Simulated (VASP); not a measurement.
Here is a VASP 6.6.1 calculation.

The input INCAR:

```
PREC     = Accurate       # precision mode
ENCUT    = 600            # plane-wave cutoff, eV
EDIFF    = 1E-6           # SCF threshold, eV
ISMEAR   = 0              # smearing method
SIGMA    = 0.1            # smearing width, eV
LREAL    = F              # projectors in reciprocal space
LASPH    = T              # aspherical terms in the spheres
NELM     = 60             # most SCF steps
ALGO     = Normal         # electronic algorithm
ISIF     = 3              # what is computed and relaxed
LWAVE    = F              # write WAVECAR
LCHARG   = F              # write CHGCAR
GGA      = PE             # functional
IBRION   = 2              # ionic algorithm
NSW      = 100            # ionic steps
EDIFFG   = -0.01          # ionic threshold
```

File KPOINTS:

```
regular mesh
0
Gamma
  20 20 20
```

File POSCAR:

```
HfN
1.0
    2.8275437987      0.0000000000      0.0000000000
    0.0000000000      2.8275437987      0.0000000000
    0.0000000000      0.0000000000      2.8275437987
Hf N
1 1
Direct
    0.0000000000      0.0000000000      0.0000000000
    0.5000000000      0.5000000000      0.5000000000
```

Potentials or basis: VASP PAW PBE potentials, release 64 (Hf_pv, N).

The run is started by

```sh
$ cat potpaw_PBE.64/Hf_pv/POTCAR potpaw_PBE.64/N/POTCAR > POTCAR
$ mpirun -np 1 vasp_std > vasp.out
```

Predict the relaxed volume.

11.14 Å³/atom.

What does it give for the relaxed cell?

a = 2.814 Å, b = 2.814 Å, c = 2.814 Å, α = 90.00°, β = 90.00°, γ = 90.00°.

Estimate the space group after relaxing (to 0.05 Å).

Pm-3m (No. 221).

Final structure:
```xyz
2
Lattice="2.8140 0.0000 0.0000 0.0000 2.8140 0.0000 0.0000 0.0000 2.8140" Properties=species:S:1:pos:R:3 pbc="T T T"
Hf    0.0000    0.0000    0.0000
N     1.4070    1.4070    1.4070
```

Spin-orbit coupling is left out, which matters for the levels of Hf.
